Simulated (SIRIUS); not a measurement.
Mo:

```
Mo
1.0
    -1.58381    1.58381    1.58381
     1.58381   -1.58381    1.58381
     1.58381    1.58381   -1.58381
Mo
1
Direct
  0.00000 0.00000 0.00000
```

Base run:

| Item | Value |
| --- | --- |
| Program | SIRIUS 7.10.0 |
| Functional | PBE |
| Potentials or basis | SPMS 1.0 PBE (norm-conserving) |
| Cutoff | 1102 eV |
| Density cutoff | 4408 eV |
| k mesh | 12 × 12 × 12 |
| Occupations | fermi-dirac, width 0.05 eV |
| Spin | no spin polarisation |

Its results: band gap on the k mesh none (metal or under the smearing width); pressure -1.6 GPa.

Question: The run is repeated on the same cell with these changes: potentials or basis from SPMS 1.0 PBE (norm-conserving) to SG15 1.2 PBE (norm-conserving). What comes out?

Answer: Band gap on the k mesh none (metal or under the smearing width); pressure -2.0 GPa.
